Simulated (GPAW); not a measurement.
A run of GPAW 26.7.0:

run.py

```python
from ase import Atoms
from ase.dft.bandgap import bandgap
from ase.io import write
from ase.units import GPa
from gpaw import GPAW, PW

atoms = Atoms(['Cu', 'Cu', 'O', 'O'],
              cell=[[1.990968, -2.15355, 0.0],
                    [1.990968, 2.15355, 0.0],
                    [0.0, 0.0, 5.155928]],
              scaled_positions=[[0.5, 0.0, 0.0],
                                [0.0, 0.5, 0.5],
                                [0.5, 0.5, 0.25],
                                [0.5, 0.5, 0.75]],
              pbc=True)

calc = GPAW(mode=PW(800),
            xc='LDA',
            kpts={'size': (9, 9, 5), 'gamma': True},
            occupations={'name': 'fermi-dirac', 'width': 0.05},
            setups={'Cu': ':d,3.0'},
            nbands=33,
            convergence={'density': 1e-05, 'energy': 1e-05},
            maxiter=150,
            txt='gpaw.txt')
atoms.calc = calc
energy = atoms.get_potential_energy()
forces = atoms.get_forces()
stress = atoms.get_stress()
calc.write('gs.gpw')
write('result.traj', atoms)
print(f'Energy: {energy:.6f} eV')
print('Forces (eV/A):')
print(forces.round(4))
print('Stress (GPa):', (stress / GPa).round(3))
print('Fermi level:', round(calc.get_fermi_level(), 4), 'eV')
print(f'Gap: {bandgap(calc)[0]:.4f} eV, direct: {bandgap(calc, direct=True)[0]:.4f} eV')
```

Potentials or basis: the program's PAW data sets (release 1.2.1) made for this functional, pw.

Run with:

```console
$ OMP_NUM_THREADS=1 python run.py
```

Hardware: 1 thread of Arm Neoverse V2 (shared host).

Task: How long does it take, and how much memory?

Result: Wall time 2.2 min on 1 thread of Arm Neoverse V2, on a shared host, peak memory 0.36 GiB. Counts: scf iterations 11, plane waves 2289, bands 33, k points 123.
